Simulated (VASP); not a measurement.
# Bi (C2/m) in VASP: notebook

One crystal, Bi, is run at these levels: PBE; tasks: single point.

All numbers are computed with VASP 6.6.1; they aren't measurements. Logs are shortened: lines on timing, memory, paths and dates and some standing lists are left out, and cuts for length are marked.

## (1) Starting point

It takes space group C2/m (No. 12, monoclinic). The conventional cell has a = 6.977 Å, b = 6.265 Å, c = 3.359 Å, α = 90.00°, β = 112.04°, γ = 90.00°. Around Bi (site symmetry m) lie 6 Bi at 3.21 to 3.45 Å.

This isn't the form of Bi at room conditions, which is rhombohedral.

## (2) Single point, PBE

INCAR reads:

```
PREC = Accurate
ENCUT = 460
EDIFF = 0.01
ISMEAR = 1
SIGMA = 0.15
LREAL = F
LASPH = T
NELM = 100
ALGO = Normal
ISIF = 2
LWAVE = F
LCHARG = F
GGA = PE
NBANDS = 22
ADDGRID = F
```

KPOINTS reads:

```
Automatic mesh
0
Gamma
  7 7 9
```

POSCAR reads:

```
Bi
1.0
    3.4885980000     -3.1325780000      0.0000000000
    3.4885980000      3.1325780000      0.0000000000
   -1.2602350000      0.0000000000      3.1135500000
Bi
2
Direct
    0.7530610000      0.7530610000      0.8573820000
    0.2469390000      0.2469390000      0.1426180000
```

Potentials or basis: VASP PAW PBE potentials, release 64 (Bi_d).

Run with:

```console
$ cat potpaw_PBE.64/Bi_d/POTCAR > POTCAR
$ mpirun -np 1 vasp_std > vasp.out
```

OUTCAR:

```text
PREC = Accurate
   ENCUT = 460
   EDIFF = 0.01
   ISMEAR = 1
   LREAL = F
   LASPH = T
   NELM = 100
   ISIF = 2
   GGA = PE

 Found    128 irreducible k-points:

 Following reciprocal coordinates:
            Coordinates               Weight
  0.000000  0.000000  0.000000      1.000000
  0.142857  0.000000  0.000000      4.000000
  0.285714  0.000000  0.000000      4.000000
  0.428571 -0.000000  0.000000      4.000000
  0.142857  0.142857  0.000000      2.000000
  0.285714  0.142857  0.000000      4.000000
   k-points           NKPTS =    128   k-points in BZ     NKDIM =    128   number of bands    NBANDS=     22
   number of dos      NEDOS =    301   number of ions     NIONS =      2
   total plane-waves  NPLWV =  31104
   dimension x,y,z NGX =    36 NGY =   36 NGZ =   24
   dimension x,y,z NGXF=    72 NGYF=   72 NGZF=   48
   ions per type =               2
   NGX,Y,Z   is equivalent  to a cutoff of  12.76, 12.76, 11.88 a.u.
   NGXF,Y,Z  is equivalent  to a cutoff of  25.53, 25.53, 23.76 a.u.
 SYSTEM =  unknown system
   PREC   = accura    normal or accurate (medium, high low for compatibility)
   ISTART =      0    job   : 0-new  1-cont  2-samecut
   ICHARG =      2    charge: 1-file 2-atom 10-const
   ISPIN  =      1    spin polarized calculation?
   LNONCOLLINEAR =      F non collinear calculations
   LSORBIT =      F    spin-orbit coupling
   LASPH  =      T    aspherical Exc in radial PAW
   ENCUT  =  460.0 eV  33.81 Ry    5.81 a.u.   8.20  8.20  5.87*2*pi/ulx,y,z
   NELM   =    100;   NELMIN=  2; NELMDL= -5     # of ELM steps
   EDIFF  = 0.1E-01   stopping-criterion for ELM
   LREAL  =      F    real-space projection
   EDIFFG = 0.1E+00   stopping-criterion for IOM
   NSW    =      0    number of steps for IOM
   IBRION =     -1    ionic relax: 0-MD 1-quasi-New 2-CG
   NFREE  =      0    steps in history (QN), initial steepest desc. (CG)
   ISIF   =      2    stress and relaxation
   ISYM   =      2    0-nonsym 1-usesym 2-fastsym
   POTIM  = 0.5000    time-step for ionic-motion
   TEBEG  =    0.0;   TEEND  =   0.0 temperature during run
   PSTRESS=    0.0 pullay stress
   NELECT =      30.0000    total number of electrons
   NUPDOWN=      -1.0000    fix difference up-down
   EMIN   =  10.00;   EMAX   =-10.00  energy-range for DOS
   EFERMI =   0.00;   METHOD = LEGACY
   ISMEAR =     1;   SIGMA  =   0.15  broadening in eV -4-tet -1-fermi 0-gaus
   EFERMI_NEDOS =   21; number of points for ismear=-14 and -15
   IALGO  =     38    algorithm
   IMIX   =      4    mixing-type and parameters
     AMIX     =   0.40;   BMIX     =  1.00
     AMIX_MAG =   1.60;   BMIX_MAG =  1.00
  volume/ion in A,a.u.               =      34.03       229.62
  Fermi-wavevector in a.u.,A,eV,Ry     =   1.245955  2.354514 21.121737  1.552404
  Thomas-Fermi vector in A             =   2.380154
   LORBIT       =      0    0 simple, 1 ext, 2 COOP (PROOUT), +10 PAW based schemes
   GGA     = PE    functional components
   LHFCALC =     F    Hartree Fock is set to
   AEXX    =    0.0000 exact exchange contribution
   IVDW    =     0    specifies the selected vdW correction
   LEPSILON=     F    determine dielectric tensor
   LRPA    =     F    only Hartree local field effects (RPA)
 non-spin polarized calculation
 Methfessel and Paxton  Order N= 1 SIGMA  =   0.15
  energy-cutoff  :      460.00
  volume of cell :       68.05
 maximum number of plane-waves:      1541
 NGX is ok and might be reduce to    36
   NGX = 17   NGY = 17   NGZ = 11

 number of electron      29.9999993 magnetization

 Free energy of the ion-electron system (eV)
  ---------------------------------------------------
  ext. energy  EPLUGINS =         0.00000000
  ---------------------------------------------------
  free energy    TOTEN  =        -7.68025103 eV

  energy without entropy =       -7.67975328  energy(sigma->0) =       -7.68008511

 E-fermi :   6.6924     XC(G=0):  -9.7692

 val. band max:        6.6883472840   @ k =   0.2857   0.0000   0.1111
 cond. band min:       6.7293774139   @ k =   0.0000   0.0000   0.3333
 fundamental gap:      0.0410301298
 Fermi energy:         6.6923901429

 k-point     1 :       0.0000    0.0000    0.0000
  band No.  band energies     occupation
      1     -16.1129      2.00000
      2     -16.0749      2.00000
      3     -16.0322      2.00000
      4     -16.0031      2.00000
      5     -15.9164      2.00000
      6     -15.9009      2.00000
[... 14 lines left out ...]
     21      15.0200      0.00000
     22      15.5198      0.00000

 k-point     2 :       0.1429    0.0000    0.0000
  band No.  band energies     occupation
      1     -16.1019      2.00000
      2     -16.0755      2.00000
      3     -16.0355      2.00000
      4     -15.9946      2.00000
      5     -15.9151      2.00000
      6     -15.9037      2.00000
[... 14 lines left out ...]
     21      15.1698      0.00000
     22      16.0084      0.00000

 k-point     3 :       0.2857    0.0000    0.0000
  band No.  band energies     occupation
      1     -16.0848      2.00000
      2     -16.0662      2.00000
      3     -16.0391      2.00000
      4     -15.9716      2.00000
      5     -15.9235      2.00000
      6     -15.9022      2.00000
[... 14 lines left out ...]
     21      15.7982      0.00000
     22      16.7980      0.00000

 k-point     4 :       0.4286   -0.0000    0.0000
  band No.  band energies     occupation
      1     -16.0845      2.00000
      2     -16.0569      2.00000
      3     -16.0140      2.00000
      4     -15.9487      2.00000
      5     -15.9414      2.00000
      6     -15.9009      2.00000
[... 14 lines left out ...]
     21      15.8511      0.00000
     22      16.4943      0.00000

 k-point     5 :       0.1429    0.1429    0.0000
  band No.  band energies     occupation
      1     -16.0911      2.00000
      2     -16.0763      2.00000
      3     -16.0306      2.00000
      4     -15.9875      2.00000
      5     -15.9156      2.00000
      6     -15.9092      2.00000
[... 14 lines left out ...]
     21      15.4394      0.00000
     22      16.5264      0.00000

 k-point     6 :       0.2857    0.1429    0.0000
  band No.  band energies     occupation
      1     -16.0803      2.00000
      2     -16.0703      2.00000
      3     -16.0220      2.00000
      4     -15.9669      2.00000
      5     -15.9250      2.00000
      6     -15.9052      2.00000
[... 14 lines left out ...]
     21      15.9927      0.00000
     22      16.5201      0.00000

 [... further k-points ...]
[... 5 lines left out ...]
  --------------------------------------------------------------------------------------
  -------------------------------------------------------------------------------------
  Total       -1.1216368     -0.9567006     -0.6710518      0.0000000      0.0000000     -0.2317809
  in kB      -26.4073098    -22.5241263    -15.7989416      0.0000000      0.0000000     -5.4569445
  external PRESSURE =     -21.5767925 kB  Pullay stress =       0.0000000 kB

 VOLUME and BASIS-vectors are now :
 -----------------------------------------------------------------------------
  energy-cutoff  :      460.00
  volume of cell :       68.05
      direct lattice vectors                 reciprocal lattice vectors
     3.488598000 -3.132578000  0.000000000     0.143324052 -0.159612945  0.058011590
     3.488598000  3.132578000  0.000000000     0.143324052  0.159612945  0.058011590
    -1.260235000  0.000000000  3.113550000     0.000000000  0.000000000  0.321176792

 POSITION                                       TOTAL-FORCE (eV/Angst)
 -----------------------------------------------------------------------------------
      4.17375      0.00000      2.66950         0.073684      0.000000      0.071400
      1.54321      0.00000      0.44405        -0.073684      0.000000     -0.071400
 -----------------------------------------------------------------------------------
    total drift:                               -0.000000      0.000000      0.000000

  FREE ENERGIE OF THE ION-ELECTRON SYSTEM (eV)
  ---------------------------------------------------
  free  energy   TOTEN  =        -7.6802510300 eV

  energy  without entropy=       -7.6797532810  energy(sigma->0) =       -7.68008511
```

OSZICAR:

```text
N       E                     dE             d eps       ncg     rms          rms(c)
DAV:   1     0.293667171011E+03    0.29367E+03   -0.15203E+04  5646   0.153E+03
DAV:   2     0.165039689667E+02   -0.27716E+03   -0.27020E+03  5770   0.417E+02
DAV:   3    -0.687862129495E+01   -0.23383E+02   -0.23144E+02  6826   0.136E+02
DAV:   4    -0.765047088666E+01   -0.77185E+00   -0.77156E+00  6874   0.275E+01
DAV:   5    -0.768238342807E+01   -0.31913E-01   -0.31912E-01  8026   0.498E+00    0.765E-01
DAV:   6    -0.768025103001E+01    0.21324E-02   -0.15266E-02  4718   0.147E+00
   1 F= -.76802510E+01 E0= -.76800851E+01  d E =-.497749E-03
```

stdout:

```text
POSCAR found type information on POSCAR Bi
 POSCAR found :  1 types and       2 ions
 scaLAPACK will be used
 LDA part: xc-table for (Slater+PW92), standard interpolation
 POSCAR, INCAR and KPOINTS ok, starting setup
 FFT: planning ... GRIDC
 FFT: planning ... GRID_SOFT
 FFT: planning ... GRID
 WAVECAR not read
 entering main loop
```

Run time: 25 s. Hardware: 1 thread of Intel Xeon Platinum 8488C (Sapphire Rapids), shared host; peak memory 0.25 GiB.

The run converged, but some of its settings lie outside the range that counts as converged, so its numbers aren't taken as properties of the crystal.

Results:

| Property | Result |
| --- | --- |
| Free energy | -7.6803 eV |
| Pressure | -2.2 GPa |
| Largest force | 0.103 eV/Å |
| Band gap on the k mesh | none (metal or under the smearing width) |

Caveat: spin-orbit coupling is left out, which moves the levels of the heavy elements.

## (3) Single point, PBE

Edit INCAR of step 2 so:

```diff
@@ -2,3 +2,3 @@
 ENCUT = 460
-EDIFF = 0.01
+EDIFF = 0.001
 ISMEAR = 1
```

KPOINTS is that of step 2.

POSCAR is that of step 2.

Potentials or basis: VASP PAW PBE potentials, release 64 (Bi_d).

Run with:

```console
$ cat potpaw_PBE.64/Bi_d/POTCAR > POTCAR
$ mpirun -np 1 vasp_std > vasp.out
```

Wall time 35 s (1 thread of Intel Xeon Platinum 8488C (Sapphire Rapids), shared host); peak memory 0.26 GiB.

The run converged, but some of its settings lie outside the range that counts as converged, so its numbers aren't taken as properties of the crystal.

Results:

```yaml
Free_energy: -7.6819 eV
Pressure: -0.2 GPa
Largest_force: 0.067 eV/Å
Band_gap_on_the_k_mesh: none (metal or under the smearing width)
```

Caveat: spin-orbit coupling is left out, which moves the levels of the heavy elements.

## (4) Single point, PBE

Edit INCAR of step 3 so:

```diff
@@ -2,3 +2,3 @@
 ENCUT = 460
-EDIFF = 0.001
+EDIFF = 1E-4
 ISMEAR = 1
```

KPOINTS is that of step 3.

POSCAR is that of step 3.

Potentials or basis: VASP PAW PBE potentials, release 64 (Bi_d).

Run with:

```console
$ cat potpaw_PBE.64/Bi_d/POTCAR > POTCAR
$ mpirun -np 1 vasp_std > vasp.out
```

OUTCAR:

```text
PREC = Accurate
   ENCUT = 460
   EDIFF = 1E-4
   ISMEAR = 1
   LREAL = F
   LASPH = T
   NELM = 100
   ISIF = 2
   GGA = PE

 Found    128 irreducible k-points:

 Following reciprocal coordinates:
            Coordinates               Weight
  0.000000  0.000000  0.000000      1.000000
  0.142857  0.000000  0.000000      4.000000
  0.285714  0.000000  0.000000      4.000000
  0.428571 -0.000000  0.000000      4.000000
  0.142857  0.142857  0.000000      2.000000
  0.285714  0.142857  0.000000      4.000000
   k-points           NKPTS =    128   k-points in BZ     NKDIM =    128   number of bands    NBANDS=     22
   number of dos      NEDOS =    301   number of ions     NIONS =      2
   total plane-waves  NPLWV =  31104
   dimension x,y,z NGX =    36 NGY =   36 NGZ =   24
   dimension x,y,z NGXF=    72 NGYF=   72 NGZF=   48
   ions per type =               2
   NGX,Y,Z   is equivalent  to a cutoff of  12.76, 12.76, 11.88 a.u.
   NGXF,Y,Z  is equivalent  to a cutoff of  25.53, 25.53, 23.76 a.u.
 SYSTEM =  unknown system
   PREC   = accura    normal or accurate (medium, high low for compatibility)
   ISTART =      0    job   : 0-new  1-cont  2-samecut
   ICHARG =      2    charge: 1-file 2-atom 10-const
[... 49 lines left out ...]
  ext. energy  EPLUGINS =         0.00000000
  ---------------------------------------------------
  free energy    TOTEN  =        -7.68191927 eV

  energy without entropy =       -7.68132908  energy(sigma->0) =       -7.68172254

 E-fermi :   6.6833     XC(G=0):  -9.7821

 val. band max:        6.6650331456   @ k =   0.4286  -0.0000   0.0000
 cond. band min:       6.6849156163   @ k =   0.2857   0.0000   0.1111
 fundamental gap:      0.0198824707
 Fermi energy:         6.6833173110

 k-point     1 :       0.0000    0.0000    0.0000
  band No.  band energies     occupation
      1     -16.1987      2.00000
      2     -16.1755      2.00000
      3     -16.1331      2.00000
      4     -16.1001      2.00000
      5     -16.0220      2.00000
      6     -16.0043      2.00000
[... 139 lines left out ...]
     21      15.9751      0.00000
     22      16.5024      0.00000

 [... further k-points ...]
[... 5 lines left out ...]
  --------------------------------------------------------------------------------------
  -------------------------------------------------------------------------------------
  Total       -0.0250819      0.0675236     -0.0664190      0.0000000      0.0000000     -0.0295956
  in kB       -0.5905172      1.5897456     -1.5637384      0.0000000      0.0000000     -0.6967851
  external PRESSURE =      -0.1881700 kB  Pullay stress =       0.0000000 kB

 VOLUME and BASIS-vectors are now :
 -----------------------------------------------------------------------------
  energy-cutoff  :      460.00
  volume of cell :       68.05
      direct lattice vectors                 reciprocal lattice vectors
     3.488598000 -3.132578000  0.000000000     0.143324052 -0.159612945  0.058011590
     3.488598000  3.132578000  0.000000000     0.143324052  0.159612945  0.058011590
    -1.260235000  0.000000000  3.113550000     0.000000000  0.000000000  0.321176792

 POSITION                                       TOTAL-FORCE (eV/Angst)
 -----------------------------------------------------------------------------------
      4.17375      0.00000      2.66950         0.047218      0.000000      0.048784
      1.54321      0.00000      0.44405        -0.047218      0.000000     -0.048784
 -----------------------------------------------------------------------------------
    total drift:                               -0.000000      0.000000      0.000000

  FREE ENERGIE OF THE ION-ELECTRON SYSTEM (eV)
  ---------------------------------------------------
  free  energy   TOTEN  =        -7.6819192733 eV

  energy  without entropy=       -7.6813290807  energy(sigma->0) =       -7.68172254
```

stdout:

```text
POSCAR found type information on POSCAR Bi
 POSCAR found :  1 types and       2 ions
 scaLAPACK will be used
 LDA part: xc-table for (Slater+PW92), standard interpolation
 POSCAR, INCAR and KPOINTS ok, starting setup
 FFT: planning ... GRIDC
 FFT: planning ... GRID_SOFT
 FFT: planning ... GRID
 WAVECAR not read
 entering main loop
```

Wall time 39 s (1 thread of Intel Xeon Platinum 8488C (Sapphire Rapids), shared host); peak memory 0.26 GiB.

These settings aren't checked as converged: the numbers below hold their error.

What came out:

```
Free energy            : -7.6819 eV
Pressure               : 0.0 GPa
Largest force          : 0.068 eV/Å
Band gap on the k mesh : none (metal or under the smearing width)
```

Caveat: spin-orbit coupling is left out, which moves the levels of the heavy elements.
